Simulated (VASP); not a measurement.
Here is a VASP 6.6.1 calculation.

File INCAR:

```
SYSTEM = ZnSe
PREC = Accurate
ENCUT = 520
EDIFF = 1E-6
ISMEAR = -1
SIGMA = 0.05
LREAL = .False.
LASPH = .True.
NELM = 60
ALGO = Normal
ISIF = 2
LWAVE = .False.
LCHARG = .False.
GGA = RE
```

The input KPOINTS:

```
regular mesh
0
Gamma
  8 8 8
  0 0 0
```

Contents of POSCAR:

```
ZnSe
1.0
    0.0000000000      2.8338000000      2.8338000000
    2.8338000000      0.0000000000      2.8338000000
    2.8338000000      2.8338000000      0.0000000000
Se Zn
1 1
Direct
    0.7500000000      0.7500000000      0.7500000000
    0.0000000000      0.0000000000      0.0000000000
```

The input KPOINTS_OPT:

```
path GXWKGLUWLK,UX
10
line-mode
reciprocal
 0.0000000000  0.0000000000  0.0000000000  G
 0.5000000000  0.0000000000  0.5000000000  X

 0.5000000000  0.0000000000  0.5000000000  X
 0.5000000000  0.2500000000  0.7500000000  W

 0.5000000000  0.2500000000  0.7500000000  W
 0.3750000000  0.3750000000  0.7500000000  K

 0.3750000000  0.3750000000  0.7500000000  K
 0.0000000000  0.0000000000  0.0000000000  G

 0.0000000000  0.0000000000  0.0000000000  G
 0.5000000000  0.5000000000  0.5000000000  L

 0.5000000000  0.5000000000  0.5000000000  L
 0.6250000000  0.2500000000  0.6250000000  U

 0.6250000000  0.2500000000  0.6250000000  U
 0.5000000000  0.2500000000  0.7500000000  W

 0.5000000000  0.2500000000  0.7500000000  W
 0.5000000000  0.5000000000  0.5000000000  L

 0.5000000000  0.5000000000  0.5000000000  L
 0.3750000000  0.3750000000  0.7500000000  K

 0.6250000000  0.2500000000  0.6250000000  U
 0.5000000000  0.0000000000  0.5000000000  X
```

Potentials or basis: VASP PAW PBE potentials, release 64 (Se, Zn).

Command:

```sh
$ cat potpaw_PBE.64/Se/POTCAR potpaw_PBE.64/Zn/POTCAR > POTCAR
$ mpirun -np 1 vasp_std > vasp.out
```

Task: Estimate the band gap along the path.

Result: 1.41 eV, direct.

Task: What does it give for the pressure?

Result: 4.0 GPa.

Levels at the corners of the path, in eV from the valence-band top:
```csv
point,band 7,band 8,band 9,band 10,band 11,band 12
Γ,0.00,0.00,0.00,1.41,5.84,5.84
X,-4.72,-2.18,-2.18,3.09,3.53,10.87
X,-4.72,-2.18,-2.18,3.09,3.53,10.87
W,-4.66,-2.74,-2.64,5.57,5.59,7.04
W,-4.66,-2.74,-2.64,5.57,5.59,7.04
K,-4.69,-3.06,-1.78,3.67,5.67,9.14
K,-4.69,-3.06,-1.78,3.67,5.67,9.14
Γ,0.00,0.00,0.00,1.41,5.84,5.84
Γ,0.00,0.00,0.00,1.41,5.84,5.84
L,-5.19,-0.86,-0.86,2.63,6.43,6.43
L,-5.19,-0.86,-0.86,2.63,6.43,6.43
U,-4.69,-3.06,-1.78,3.67,5.67,9.14
U,-4.69,-3.06,-1.78,3.67,5.67,9.14
W,-4.66,-2.74,-2.64,5.57,5.59,7.04
W,-4.66,-2.74,-2.64,5.57,5.59,7.04
L,-5.19,-0.86,-0.86,2.63,6.43,6.43
L,-5.19,-0.86,-0.86,2.63,6.43,6.43
K,-4.69,-3.06,-1.78,3.67,5.67,9.14
U,-4.69,-3.06,-1.78,3.67,5.67,9.14
X,-4.72,-2.18,-2.18,3.09,3.53,10.87
```

Caveat: the PAW data sets were made with another functional, which shifts forces and pressure a little.

**Measured values to compare with.**

From “Alloy Disordering Effects on the Thermal Conductivity and Energy Gap Temperature Dependence of Cd1−xZnxSe Ternary Crystals Grown by the Bridgman Method”, 2023, pmc:10253836, for a bulk crystal of ZnSe at 300 K: band gap 2.695 ± 0.003 eV (an exciton energy, a little under the gap).

Against the measured gap of ZnSe, 2.695 eV (an exciton energy, a little under the gap; 300 K; “Alloy Disordering Effects on the Thermal Conductivity and Energy Gap Temperature Dependence of Cd1−xZnxSe Ternary Crystals Grown by the Bridgman Method”, 2023, pmc:10253836), the calculated 1.41 eV is off by -1.29 eV. Spin-orbit coupling on Se is left out. The value is that of revPBE, without temperature or zero-point motion. Semilocal functionals fall short of measured gaps as a rule.
